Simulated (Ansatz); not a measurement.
The system is Te.

```
Te
1.0
     4.45400    0.00000    0.00000
    -2.22700    3.85728    0.00000
     0.00000    0.00000    5.92400
Te
3
Cartesian
  1.6279 2.8197 0.0000
  -0.5991 1.0376 3.9493
  1.1981 0.0000 1.9747
```

Program: Ansatz 0.2.0. Alike in all runs: task single point; potentials or basis Ansatz PAW; no spin polarisation; cell as given; k mesh 4 × 4 × 3; cutoff (eV) 420; smearing fermi-dirac 0.05 eV.

Task: Order these runs on this cell by their band gap on the k mesh, lowest first.
A. level HSE06 form with a typed share of exact exchange; share of exact exchange 0.5
B. level HSE06 form with a typed share of exact exchange; share of exact exchange 0.15
C. level HSE06; share of exact exchange 0.25
D. level HSE06 form with a typed share of exact exchange; share of exact exchange 0
E. level HSE06 form with a typed share of exact exchange; share of exact exchange 0.35

Result: D (0.80 eV), B (1.07 eV), C (1.28 eV), E (1.50 eV), A (1.86 eV).

Caveats: odd divisions of the mesh miss points on the zone boundary, where band edges often lie, so the gap on the mesh can be too wide; spin-orbit coupling is left out, which moves the levels of the heavy elements.

A k mesh can miss the band edges.
